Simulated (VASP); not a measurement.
# VASP 6.6.1 run: ZnS

INCAR

```
LREAL = .TRUE.
IBRION = -1
PREC = Accurate
ENCUT = 520
LASPH = .TRUE.
ISMEAR = -1
NELM = 69
SIGMA = 0.02
ISIF = 2
NSW = 0
LWAVE = .FALSE.
GGA = PE
EDIFF = 0.001
NBANDS = 16
LCHARG = .FALSE.
```

KPOINTS

```
KPOINTS created by Atomic Simulation Environment
0
Gamma
8 8 8
0 0 0
```

POSCAR

```
Zn S
 1.0000000000000000
     0.0299767323000000    2.6971217055999999    2.6971217055999999
     2.6971217055999999    0.0299767323000000    2.6971217055999999
     2.6971217055999999    2.6971217055999999    0.0299767323000000
 Zn  S
   1   1
Cartesian
  0.0056815009818239  0.0056815009818239  0.0056815009818239
  1.3503735348931765  1.3503735348931765  1.3503735348931762
```

The recommended PBE PAW datasets give the neutral cell 18 valence electrons.

Command

```
mpirun -np 1 vasp_std
```

OSZICAR

```
N       E                     dE             d eps       ncg     rms          rms(c)
DAV:   1     0.917569618976E+02    0.91757E+02   -0.90140E+03  2088   0.135E+03
DAV:   2    -0.131576955587E+01   -0.93073E+02   -0.86533E+02  2384   0.267E+02
DAV:   3    -0.720027459053E+01   -0.58845E+01   -0.58599E+01  2568   0.648E+01
DAV:   4    -0.726176317694E+01   -0.61489E-01   -0.61469E-01  2560   0.694E+00
DAV:   5    -0.726247259614E+01   -0.70942E-03   -0.70939E-03  2560   0.710E-01    0.719E+00
DAV:   6    -0.685490488896E+01    0.40757E+00   -0.73942E-01  3160   0.304E+01    0.559E+00
DAV:   7    -0.683366296783E+01    0.21242E-01   -0.25710E-01  2472   0.464E+00    0.281E+00
DAV:   8    -0.683293621552E+01    0.72675E-03   -0.53291E-03  2704   0.958E-01
   1 F= -.68329362E+01 E0= -.68329362E+01  d E =-.622173E-12
```

From OUTCAR

```
k-points           NKPTS =     65   k-points in BZ     NKDIM =     65   number of bands    NBANDS=     16

   NELECT =      18.0000    total number of electrons

   dimension x,y,z NGX =    28 NGY =   28 NGZ =   28
   dimension x,y,z NGXF=    56 NGYF=   56 NGZF=   56

  energy-cutoff  :      520.00
  volume of cell :       38.59
      direct lattice vectors                 reciprocal lattice vectors
     0.029976732  2.697121706  2.697121706    -0.188502400  0.186430350  0.186430350
     2.697121706  0.029976732  2.697121706     0.186430350 -0.188502400  0.186430350
     2.697121706  2.697121706  0.029976732     0.186430350  0.186430350 -0.188502400

 k-points in reciprocal lattice and weights: KPOINTS created by Atomic Simulation Env
   0.00000000  0.00000000  0.00000000       0.002
   0.12500000  0.00000000  0.00000000       0.012
   0.25000000  0.00000000  0.00000000       0.012
   0.37500000  0.00000000  0.00000000       0.012
   0.50000000  0.00000000  0.00000000       0.006
   0.12500000  0.12500000  0.00000000       0.012
   0.25000000  0.12500000  0.00000000       0.023
   0.37500000  0.12500000  0.00000000       0.023
   ...

 E-fermi :   2.8017

 k-point     1 :       0.0000    0.0000    0.0000
  band No.  band energies     occupation
      1     -10.9804      2.00000
      2      -4.1229      2.00000
      3      -4.1093      2.00000
      4      -4.1093      2.00000
      5      -3.5880      2.00000
      6      -3.5880      2.00000
      7       2.2562      2.00000
      8       2.3516      2.00000
      9       2.3516      2.00000
     10       4.5008      0.00000
     11       8.5478      0.00000
     12       8.7616      0.00000
     13       8.7616      0.00000
     14      14.1064      0.00000
     15      14.1064      0.00000
     16      14.2675      0.00000

 k-point     2 :       0.1250    0.0000    0.0000
  band No.  band energies     occupation
      1     -10.8574      2.00000
      2      -4.1140      2.00000
      3      -4.0969      2.00000
      4      -4.0878      2.00000
      5      -3.5905      2.00000
      6      -3.5894      2.00000
      7       1.2094      2.00000
      8       2.1123      2.00000
      9       2.1961      2.00000
     10       5.3096      0.00000
     11       8.6400      0.00000
     12       8.8491      0.00000
     13       9.0161      0.00000
     14      13.4549      0.00000
     15      13.5164      0.00000
     16      15.0513      0.00000

 k-point     3 :       0.2500    0.0000    0.0000
  band No.  band energies     occupation
      1     -10.5353      2.00000
      2      -4.0730      2.00000
      3      -4.0460      2.00000
      4      -4.0413      2.00000
      5      -3.5885      2.00000
      6      -3.5846      2.00000
      7      -0.5484      2.00000
      8       1.7753      2.00000
      9       1.8588      2.00000
     10       5.8104      0.00000
     11       9.2069      0.00000
     12       9.3601      0.00000
     13       9.3626      0.00000
     14      13.1978      0.00000
     15      13.3678      0.00000
     16      14.5097      0.00000

 ...

  Total        0.5304942      0.5304942      0.5304942     -0.1134827     -0.1134827     -0.1134827
  in kB       22.0272681     22.0272681     22.0272681     -4.7120497     -4.7120497     -4.7120497
  external PRESSURE =      22.0272681 kB  Pullay stress =       0.0000000 kB

 POSITION                                       TOTAL-FORCE (eV/Angst)
 -----------------------------------------------------------------------------------
      0.00568      0.00568      0.00568        -0.004787     -0.004787     -0.004787
      1.35037      1.35037      1.35037         0.004787      0.004787      0.004787
 -----------------------------------------------------------------------------------
    total drift:                               -0.003129     -0.003129     -0.003129

  FREE ENERGIE OF THE ION-ELECTRON SYSTEM (eV)
  ---------------------------------------------------
  free  energy   TOTEN  =        -6.8329362155 eV

  energy  without entropy=       -6.8329362155  energy(sigma->0) =       -6.83293622
```

It converged. Results: gap between bands v and c on the k mesh 2.15 eV; least direct gap on the k mesh 2.15 eV; pressure 2.2 GPa. Band v is the last that the valence electrons fill when counted band by band, and c is the next.

These settings aren't sound, so the numbers aren't properties of the crystal.

On sound settings PBE gives a gap of 2.18 eV on its mesh and a pressure of 3.6 GPa for the intended cell.

The run took about 29 s on one core of a shared host (Intel Xeon Platinum 8488C) and held 0.17 GiB at most.
